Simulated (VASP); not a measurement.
FeGe: single point with PBE

Crystal: FeGe.

```xyz
8
Lattice="4.6611 0.0000 0.0000 0.0000 4.6611 0.0000 0.0000 0.0000 4.6611" Properties=species:S:1:pos:R:3 pbc="T T T"
Fe    0.6292    0.6292    0.6292
Fe    1.7014    4.0319    2.9598
Fe    2.9598    1.7014    4.0319
Fe    4.0319    2.9598    1.7014
Ge    3.9234    3.9234    3.9234
Ge    3.0683    0.7378    1.5928
Ge    1.5928    3.0683    0.7378
Ge    0.7378    1.5928    3.0683
```

```
Program             : VASP 6.6.1
Task                : single point
Functional          : PBE
Potentials or basis : VASP PAW PBE potentials, release 64 (Fe, Ge_d)
Cutoff              : 520 eV
k mesh              : 4 × 4 × 4
Occupations         : gaussian, width 0.05 eV
Spin                : collinear spin, typed start
Starting moments    : [2.5, 2.5, 2.5, 2.5, 0.0, 0.0, 0.0, 0.0] μB
```

```yaml
Pressure: 0.3 GPa
Largest_force: 0.011 eV/Å
Band_gap_on_the_k_mesh: none (metal or under the smearing width)
Net_moment: 4.13 μB per cell
Site_moments: Fe +1.15; Ge -0.08 μB
Valence_electrons_inside_the_program's_atomic_spheres: Fe 7.35; Ge 12.48
```

Forces in eV/Å, atoms in the order of the input:
```
Fe   0.006  0.006  0.006
Fe  -0.006 -0.006  0.006
Fe   0.006 -0.006 -0.006
Fe  -0.006  0.006 -0.006
Ge  -0.003 -0.003 -0.003
Ge   0.003  0.003 -0.003
Ge  -0.003  0.003  0.003
Ge   0.003 -0.003  0.003
```

Levels at points of the mesh, in eV from the Fermi level:
Spin up:
| k point | band 44 | band 45 | band 46 | band 47 | band 48 | band 49 |
| --- | --- | --- | --- | --- | --- | --- |
| (0.00, 0.00, 0.00) | -0.82 | -0.26 | -0.26 | -0.26 | 1.86 | 1.86 |
| (0.50, 0.00, 0.00) | -0.71 | -0.53 | -0.53 | 0.90 | 0.90 | 0.95 |
| (0.50, 0.50, 0.00) | -1.01 | -0.08 | -0.08 | 0.24 | 0.24 | 1.52 |
| (0.50, 0.50, 0.50) | -1.04 | -0.37 | -0.37 | -0.37 | -0.37 | 4.43 |
Spin down:
```tsv
k point	band 38	band 39	band 40	band 41	band 42	band 43	band 44	band 45	band 46	band 47
(0.00, 0.00, 0.00)	-1.37	-1.37	0.15	0.15	0.15	0.29	0.29	1.00	1.00	1.00
(0.50, 0.00, 0.00)	-1.30	-0.62	-0.62	0.03	0.03	0.33	0.33	0.66	0.66	1.77
(0.50, 0.50, 0.00)	-0.82	-0.56	-0.56	-0.56	-0.56	0.06	0.06	0.98	0.98	1.24
(0.50, 0.50, 0.50)	-0.26	-0.26	-0.26	-0.15	-0.15	-0.15	-0.15	0.83	0.83	0.83
```

It took 120 s on 1 thread of Intel(R) Xeon(R) Platinum 8259CL CPU @ 2.50GHz (Skylake/Cascade Lake) (shared host), peak memory 0.29 GiB.
